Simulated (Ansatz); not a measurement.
# SiNi3 (Pm-3m) in Ansatz: equation of state

Aim: energy against volume of SiNi3 in PBE, for its equilibrium volume and stiffness.

Program: Ansatz 0.2.0. These are calculated values, not measurements. Logs are shortened: lines on timing, memory, paths and dates and some standing lists are left out, and cuts for length are marked.

## 1. The crystal as given

The structure is cubic, space group Pm-3m (No. 221). The conventional cell has a = 3.542 Å, b = 3.542 Å, c = 3.542 Å, α = 90.00°, β = 90.00°, γ = 90.00°. Around Ni (site symmetry 4/mmm) lie 8 Ni at 2.50 Å and 4 Si at 2.50 Å. Around Si (site symmetry m-3m) lie 12 Ni at 2.50 Å.

## 2. Equation of state, PBE, collinear spin, ferromagnetic start

Potentials or basis: all-electron LAPW, scalar-relativistic.

This step only gathers the single runs of the series.

Results:

```
Equilibrium volume                      : 10.78 Å³/atom
Bulk modulus                            : 213 GPa
Pressure derivative of the bulk modulus : 4.8
```

Energy against volume, from the lowest point:
```
volume (Å³/atom)  energy (meV/atom)
          10.443               6.57
          10.665               0.04
          10.887               0.00
          11.109               5.72
          11.331              16.53
          11.554              31.89
          11.776              51.26
```

Caveat: the starting moments weren't kept.
